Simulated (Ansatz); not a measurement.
Method: DFT PBE, scalar-relativistic, plane waves, PAW in Ansatz. All cells share a 420 eV cutoff and Γ-centred k meshes spaced at most about 0.3 Å⁻¹ (about 0.25 or finer for metals, 2π included). No spin polarisation.

Each guess is relaxed in cell and atoms at zero pressure, on a coarse mesh first where it starts far from rest and then on a converged one. The steps can't lower the symmetry of the start, but it can rise. Energies are static (0 K, no zero-point motion).

Two unrelaxed guesses for Si₅S:

A.

```cif
data_structure
_symmetry_space_group_name_H-M 'P6/mmm'
_symmetry_Int_Tables_number 191
_cell_length_a 5.1499
_cell_length_b 5.1499
_cell_length_c 4.7211
_cell_angle_alpha 90.000
_cell_angle_beta 90.000
_cell_angle_gamma 120.000
_cell_volume 108.43
loop_
_atom_site_label
_atom_site_type_symbol
_atom_site_symmetry_multiplicity
_atom_site_Wyckoff_symbol
_atom_site_fract_x
_atom_site_fract_y
_atom_site_fract_z
_atom_site_occupancy
Si1 Si 2 d 0.33333 0.66667 0.50000 1
Si2 Si 2 c 0.33333 0.66667 0.00000 1
Si3 Si 1 a 0.00000 0.00000 0.00000 1
S1 S 1 b 0.00000 0.00000 0.50000 1
```

B.

```cif
data_structure
_symmetry_space_group_name_H-M 'P6/mmm'
_symmetry_Int_Tables_number 191
_cell_length_a 5.4225
_cell_length_b 5.4225
_cell_length_c 4.2136
_cell_angle_alpha 90.000
_cell_angle_beta 90.000
_cell_angle_gamma 120.000
_cell_volume 107.30
loop_
_atom_site_label
_atom_site_type_symbol
_atom_site_symmetry_multiplicity
_atom_site_Wyckoff_symbol
_atom_site_fract_x
_atom_site_fract_y
_atom_site_fract_z
_atom_site_occupancy
Si1 Si 2 c 0.33333 0.66667 0.00000 1
Si2 Si 3 g 0.50000 0.00000 0.50000 1
S1 S 1 a 0.00000 0.00000 0.00000 1
```

Task: Where do they end, and which end is lower?

Result: A ends lower, by 264 meV/atom. A: P6/mmm at 18.1 Å³/atom → P6/mmm at 15.3 Å³/atom; B: P6/mmm at 17.9 Å³/atom → P6/mmm at 16.3 Å³/atom. Counting Si atoms around S (those within 1.25 times the shortest such distance or 1.15 times the sum of covalent radii; a plus sign parts nearer from farther groups; the shortest distance is added where it is long for a bond), the end of A has S 2+6 and the end of B has S 6+12 from 2.8 Å. The end of A holds Si–Si chains (shortest 2.45 Å); the end of B holds Si–Si nets (shortest 2.44 Å). End of A. Conventional cell: a = 4.654 Å, c = 4.905 Å. Si on a site of symmetry -6m2 has 2 Si at 2.45 Å, 3 Si at 2.69 Å and 3 S at 2.69 Å; Si on a second site of symmetry -6m2 has 2 Si at 2.45 Å and 6 Si at 2.69 Å; around S lie 2 Si at 2.45 Å and 6 Si at 2.69 Å; 1 more site not described. End of B. Conventional cell: a = 4.874 Å, c = 4.755 Å. Si on a site of symmetry -6m2 has 9 Si at 2.76–2.81 Å and 3 S at 2.81 Å; Si on a site of symmetry mmm is surrounded by 4 Si at 2.44 Å and 4 Si at 2.76 Å; S is surrounded by 6 Si at 2.81 Å and 12 Si at 3.40 Å.

Ends held by symmetry can be saddle points. Neither end is the lowest form computed: that has space group Pmma (No. 51) and lies 85 meV/atom below the better end. Even the lowest of the cells shown lies +0.32 eV/atom against the elements. Some structure types and database cells were kept out of the candidates from the start, so a known form may be missing.
